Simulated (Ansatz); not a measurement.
GeO$_{2}$:
```cif
data_Ge2O4
_chemical_formula_sum 'Ge2 O4'
_space_group_name_H-M_alt 'P 1'
_space_group_IT_number 1
_cell_length_a 4.41054
_cell_length_b 4.41054
_cell_length_c 2.87016
_cell_angle_alpha 90.000
_cell_angle_beta 90.000
_cell_angle_gamma 90.000
loop_
_space_group_symop_operation_xyz
  'x, y, z'
loop_
_atom_site_label
_atom_site_type_symbol
_atom_site_fract_x
_atom_site_fract_y
_atom_site_fract_z
_atom_site_occupancy
Ge1 Ge 0.50000 0.50000 0.50000 1
Ge2 Ge 0.00000 0.00000 0.00000 1
O1 O 0.69399 0.69399 0.00000 1
O2 O 0.30601 0.30601 0.00000 1
O3 O 0.80601 0.19399 0.50000 1
O4 O 0.19399 0.80601 0.50000 1
```

Relaxed with r²SCAN.

### Question
Decompose the optical modes at the zone centre into irreducible representations, and say which are infrared and Raman allowed.

### Answer
Point group 4/mmm: Γ_opt = A1g + A2g + A2u + B1g + 2B1u + B2g + Eg + 3Eu. Infrared: A2u, Eu. Raman: A1g, B1g, B2g, Eg.

### Question
Assign frequencies (DFPT, r²SCAN (plane waves, PAW; program Ansatz); without the LO–TO term).

### Answer
B1g 167, B1u 213, Eu 311, Eu 363, A2g 475, A2u 502, Eg 523, B1u 648, Eu 650, A1g 691, B2g 855 cm⁻¹.

Subscripts of B labels follow the axes of the standard setting.

Space group P4_2/mnm (rutile). Symmetry was held in the r²SCAN relaxation; of distortions, only those at the zone centre were tested.

Potentials: the later of the program's two PAW sets.
